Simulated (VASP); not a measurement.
# C (Fd-3m) in VASP: a series of runs, part 2 of 2

VASP 6.6.1. Earlier steps stand in the parts before.

### Step 3. Dielectric tensor, r2SCAN

Contents of INCAR:

```
  PREC = Accurate
  ENCUT = 520
  EDIFF = 1E-7
  ISMEAR = 0
  SIGMA = 0.02
  LREAL = False
  LASPH = True
  NELM = 60
  ALGO = Normal
  ISIF = 2
  LWAVE = False
  LCHARG = False
  METAGGA = R2SCAN
  LMIXTAU = True
  LCALCEPS = True
```

Contents of KPOINTS:

```
regular mesh
0
Gamma
  14 14 14
```

Contents of POSCAR:

```
C                                       
1.0
    0.0000000000      1.7815734958      1.7815734958
    1.7815734958      0.0000000000      1.7815734958
    1.7815734958      1.7815734958      0.0000000000
  C             
     2
Direct
     0.0000000000000000    0.0000000000000000    0.0000000000000000
     0.2500000000000000    0.2500000000000000    0.2500000000000000
```

Potentials or basis: VASP PAW PBE potentials, release 64 (C).

The run is started by

```
$ cat potpaw_PBE.64/C/POTCAR > POTCAR
$ mpirun -np 1 vasp_std > vasp.out
```

OUTCAR:

```text
PREC = Accurate
   ENCUT = 520
   EDIFF = 1E-7
   ISMEAR = 0
   LREAL = False
   LASPH = True
   NELM = 60
   ISIF = 2
   METAGGA = R2SCAN

 ion  position               nearest neighbor table
   1  0.000  0.000  0.000-   2 1.54   2 1.54   2 1.54   2 1.54
   2  0.250  0.250  0.250-   1 1.54   1 1.54   1 1.54   1 1.54

  LATTYP: Found a face centered cubic cell.
 ALAT       =     3.5631469916

  Lattice vectors:

 A1 = (   0.0000000000,   1.7815734958,   1.7815734958)
 A2 = (   1.7815734958,   0.0000000000,   1.7815734958)
 A3 = (   1.7815734958,   1.7815734958,   0.0000000000)

Analysis of symmetry for initial positions (statically):
=====================================================================
 Subroutine PRICEL returns:
 Original cell was already a primitive cell.

 Routine SETGRP: Setting up the symmetry group for a
 face centered cubic supercell.

 Subroutine GETGRP returns: Found 48 space group operations
 (whereof 24 operations were pure point group operations)
 out of a pool of 48 trial point group operations.

The static configuration has the point symmetry T_d .
 The point group associated with its full space group is O_h .

Analysis of symmetry for dynamics (positions and initial velocities):
=====================================================================
 Subroutine PRICEL returns:
 Original cell was already a primitive cell.

 Routine SETGRP: Setting up the symmetry group for a
 face centered cubic supercell.

 Subroutine GETGRP returns: Found 48 space group operations
 (whereof 24 operations were pure point group operations)
 out of a pool of 48 trial point group operations.

The dynamic configuration has the point symmetry T_d .
 The point group associated with its full space group is O_h .
[... 416 lines left out ...]
      2       3.3334      2.00000
      3       6.2263      2.00000
      4       6.9685      2.00000
      5   10000.0000      0.00000
      6   10000.0000      0.00000
      7   10000.0000      0.00000
      8   10000.0000      0.00000

 [... further k-points ...]

------------------------ aborting loop because EDIFF is reached ----------------------------------------

            Ionic dipole moment: p[ion]=(     3.56315     3.56315     3.56315 ) |e| Angst

 Total electronic dipole moment: p[elc]=(     0.00000     0.00000     0.00295 ) |e| Angst

 MACROSCOPIC STATIC DIELECTRIC TENSOR (including local field effects)
 ------------------------------------------------------
           5.725930     0.000000     0.000000
           0.000000     5.725930     0.000000
           0.000000    -0.000000     5.725930
 ------------------------------------------------------

 PIEZOELECTRIC TENSOR (including local field effects) (e Angst)
          XX          YY          ZZ          XY          YZ          ZX
  --------------------------------------------------------------------------------
  x     0.00000     0.00000     0.00000     0.00000    -0.00000     0.00000
  y    -0.00000     0.00000    -0.00000     0.00000     0.00000     0.00000
  z     0.00000     0.00000    -0.00000     0.00000    -0.00000     0.00000

 PIEZOELECTRIC TENSOR (including local field effects) (C/m^2)
          XX          YY          ZZ          XY          YZ          ZX
  --------------------------------------------------------------------------------
  x     0.00000     0.00000     0.00000     0.00000    -0.00000     0.00000
  y    -0.00000     0.00000    -0.00000     0.00000     0.00000     0.00000
  z     0.00000     0.00000    -0.00000     0.00000    -0.00000     0.00000

 BORN EFFECTIVE CHARGES (including local field effects) (in |e|, cummulative output)
 ---------------------------------------------------------------------------------
 ion    1
    1    -0.00000    -0.00000     0.00000
    2    -0.00000     0.00000     0.00000
    3     0.00000    -0.00000     0.00000
 ion    2
    1     0.00000     0.00000     0.00000
    2     0.00000    -0.00000     0.00000
    3    -0.00000     0.00000    -0.00000

  FORCE on cell =-STRESS in cart. coord.  units (eV):
  Direction    XX          YY          ZZ          XY          YZ          ZX
  --------------------------------------------------------------------------------------
  -------------------------------------------------------------------------------------
  Total        0.0017139      0.0017139      0.0017139     -0.0000000      0.0000000      0.0000000
  in kB        0.2427979      0.2427979      0.2427979     -0.0000000      0.0000000      0.0000000
  external PRESSURE =       0.2427979 kB  Pullay stress =       0.0000000 kB

 VOLUME and BASIS-vectors are now :
 -----------------------------------------------------------------------------
  energy-cutoff  :      520.00
  volume of cell :       11.31
      direct lattice vectors                 reciprocal lattice vectors
     0.000000000  1.781573496  1.781573496    -0.280650785  0.280650785  0.280650785
     1.781573496  0.000000000  1.781573496     0.280650785 -0.280650785  0.280650785
     1.781573496  1.781573496  0.000000000     0.280650785  0.280650785 -0.280650785

 POSITION                                       TOTAL-FORCE (eV/Angst)
 -----------------------------------------------------------------------------------
      0.00000      0.00000      0.00000         0.000000     -0.000000      0.000000
      0.89079      0.89079      0.89079        -0.000000      0.000000     -0.000000
 -----------------------------------------------------------------------------------
    total drift:                                0.000000      0.000000      0.000000

  FREE ENERGIE OF THE ION-ELECTRON SYSTEM (eV)
  ---------------------------------------------------
  free  energy   TOTEN  =       -19.6573907662 eV

  energy  without entropy=      -19.6573907662  energy(sigma->0) =      -19.65739077
```

OSZICAR:

```text
N       E                     dE             d eps       ncg     rms          rms(c)
DAV:   1    -0.186183263837E+01   -0.18618E+01   -0.52694E+03  1728   0.102E+03
DAV:   2    -0.218277177674E+02   -0.19966E+02   -0.19022E+02  2608   0.115E+02
DAV:   3    -0.219489704401E+02   -0.12125E+00   -0.12125E+00  1824   0.120E+01
DAV:   4    -0.219491408354E+02   -0.17040E-03   -0.17040E-03  2384   0.471E-01
[... 51 lines left out ...]
DMP:   6    -0.196573898709E+02   -0.85068E-06   -0.60361E-06  5952   0.658E-06   0.164E-05
DMP:   7    -0.196573903450E+02   -0.47403E-06   -0.29665E-06  5952   0.294E-06   0.861E-06
DMP:   8    -0.196573905758E+02   -0.23087E-06   -0.15100E-06  5952   0.163E-06   0.413E-06
DMP:   9    -0.196573906967E+02   -0.12088E-06   -0.85896E-07  5952   0.969E-07   0.227E-06
DMP:  10    -0.196573907662E+02   -0.69502E-07   -0.47992E-07  5952   0.510E-07   0.133E-06
   1 F= -.19657391E+02 E0= -.19657391E+02  d E =-.311251E-25
```

Wall time 22 min (1 thread of Intel Xeon 6975P-C (Granite Rapids), shared host); peak memory 0.42 GiB.

What came out:

```yaml
Band_gap_on_the_k_mesh: 4.33 eV, indirect (least direct gap 5.84 eV)
Electronic_dielectric_tensor_diagonal: 5.73
Born_charges_mean_of_the_diagonal: C +0.00 e
```

Levels at points of the mesh, in eV from the valence-band top:
```
           k point  band 1  band 2  band 3  band 4  band 5  band 6  band 7  band 8
(0.00, 0.00, 0.00)  -22.74    0.00    0.00    0.00    5.84    5.84    5.84   13.89
(0.50, 0.00, 0.00)  -16.77  -14.08   -2.99   -2.99    8.89    8.89    9.17   16.73
(0.50, 0.50, 0.00)  -13.61  -13.61   -6.68   -6.68    5.01    5.01   17.92   17.92
```

Electronic dielectric tensor:
```
5.73 0.00 0.00
0.00 5.73 0.00
0.00 0.00 5.73
```

Born effective charge tensors (e):
atom 1, C
```
0.00 0.00 0.00
0.00 0.00 0.00
0.00 0.00 0.00
```
atom 2, C
```
0.00 0.00 0.00
0.00 0.00 0.00
0.00 0.00 0.00
```

Dipole moments of the cell (e·Å, modulo the quantum): ionic 3.563, 3.563, 3.563; electronic 0.000, 0.000, 0.003

Caveat: the PAW data sets were made with another functional, which shifts forces and pressure a little. A k mesh can miss the band edges.
